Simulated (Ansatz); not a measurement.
The system is ZnAu.

```
Au Zn
1.0
     3.14700    0.00000    0.00000
     0.00000    3.14700    0.00000
     0.00000    0.00000    3.14700
Au Zn
1 1
Direct
  0.00000 0.00000 0.00000
  0.50000 0.50000 0.50000
```

Program: Ansatz 0.2.0. Alike in all runs: potentials or basis all-electron LAPW, scalar-relativistic; no spin polarisation; cell as given; k mesh 8 × 8 × 8; cutoff (eV) 267; basis error allowed 0.001 eV/atom.

**Question.** Order these runs on this cell by their pressure, lowest first.
A. level PBE; smearing fermi-dirac 0.05 eV
B. level LDA; smearing fermi-dirac 0.05 eV
C. level PBEsol; smearing fermi-dirac 0.05 eV
D. level RPBE; smearing gaussian 0.1 eV

**Answer.** B (-6.6 GPa), C (-2.2 GPa), A (5.1 GPa), D (9.0 GPa).

Not every run made on this cell is shown here.
